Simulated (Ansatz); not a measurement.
# ZnAu: the cost of one run

All numbers below are computed with Ansatz 0.2.0 (DFT PBE, scalar-relativistic, plane waves, PAW).

## 1. The structure to begin with

The cell holds 16 atoms (Au8Zn8): a = 6.428 Å, b = 6.428 Å, c = 6.428 Å, α = 90.00°, β = 90.00°, γ = 90.00°.

The sites of an ideal bcc lattice, at a guessed lattice constant, take 8 Au, 8 Zn (sublattices apart by semicolons), with a shake of 0.02 Å. Warren-Cowley parameters of the first shell (negative: unlike neighbours preferred): Au-Zn +0.00. In a cell this small the draw can fall short of the order aimed at.

As a file:

```cif
data_structure
_symmetry_space_group_name_H-M 'P 1'
_symmetry_Int_Tables_number 1
_cell_length_a 6.4280
_cell_length_b 6.4280
_cell_length_c 6.4280
_cell_angle_alpha 90.000
_cell_angle_beta 90.000
_cell_angle_gamma 90.000
_cell_volume 265.60
loop_
_atom_site_label
_atom_site_type_symbol
_atom_site_fract_x
_atom_site_fract_y
_atom_site_fract_z
_atom_site_occupancy
Zn1 Zn 0.99357 0.00435 0.50100 1
Zn2 Zn 0.49912 0.50615 0.99979 1
Zn3 Zn 0.49888 0.99476 0.50456 1
Zn4 Zn 0.75282 0.24763 0.24971 1
Zn5 Zn 0.99858 0.49508 0.49721 1
Zn6 Zn 0.24404 0.25138 0.75439 1
Zn7 Zn 0.24808 0.74837 0.75055 1
Zn8 Zn 0.74350 0.74824 0.75010 1
Au1 Au 0.00150 0.00103 0.99840 1
Au2 Au 0.50575 0.99754 0.00419 1
Au3 Au 0.00012 0.49827 0.99880 1
Au4 Au 0.25410 0.25258 0.25164 1
Au5 Au 0.24972 0.74975 0.24974 1
Au6 Au 0.49767 0.49826 0.50415 1
Au7 Au 0.74765 0.74518 0.25190 1
Au8 Au 0.75017 0.25025 0.75283 1
```

## 2. Relaxation without symmetry, coarse mesh

A cheap relaxation: coarse mesh, no symmetry, loose thresholds.

input.yaml

```yaml
crystal:
  lattice:
    - [6.42800232, 0.0, 0.0]
    - [0.0, 6.42800232, 0.0]
    - [0.0, 0.0, 6.42800232]
  atoms:
    - { symbol: Zn, position: [0.9935724476, 0.004347033, 0.5009996468] }
    - { symbol: Zn, position: [0.4991214225, 0.5061548098, 0.9997852666] }
    - { symbol: Zn, position: [0.4988829838, 0.9947592397, 0.5045616721] }
    - { symbol: Zn, position: [0.7528224926, 0.2476290351, 0.2497100562] }
    - { symbol: Zn, position: [0.9985816891, 0.4950840299, 0.4972114275] }
    - { symbol: Zn, position: [0.2440422373, 0.251375092, 0.7543934262] }
    - { symbol: Zn, position: [0.2480791849, 0.7483733936, 0.7505548534] }
    - { symbol: Zn, position: [0.7435010858, 0.7482351914, 0.7500993677] }
    - { symbol: Au, position: [0.0015047257, 0.0010314584, 0.998396105] }
    - { symbol: Au, position: [0.5057520234, 0.9975350874, 0.004189069] }
    - { symbol: Au, position: [0.0001214179, 0.4982729805, 0.9988004051] }
    - { symbol: Au, position: [0.2541025522, 0.2525750423, 0.251636191] }
    - { symbol: Au, position: [0.2497224237, 0.7497476687, 0.249743747] }
    - { symbol: Au, position: [0.4976714048, 0.498260385, 0.5041459141] }
    - { symbol: Au, position: [0.7476504608, 0.7451761105, 0.2518976095] }
    - { symbol: Au, position: [0.7501700381, 0.2502478152, 0.7528299268] }
  symmetry: { detect: false }
basis:
  ecutwfc: 420
kpoints:
  mp_grid: { grid: [2, 2, 2], shift: [0.5, 0.5, 0.5] }
hamiltonian:
  xc: pbe
scf:
  occupations: { method: gaussian, width: 0.1 }
  lower_state_search: "off"
output:
  forces: true
  stress: true
  eigenvalues: true
relax:
  adjacent_minimum: "off"
  f_tol: 0.04
  max_steps: 50
  cell: { stress_tol: 0.3 }
```

The run is started by

```
$ ansatz run input.yaml --threads 4 --pin off --max-ram 9216MiB --backend cpu --events-out ev --progress --plain --runs-dir out
```

What time and memory should one allow on 4 threads of Arm Neoverse V1, shared host?

About 6.7 min, with a peak of 1 GiB.
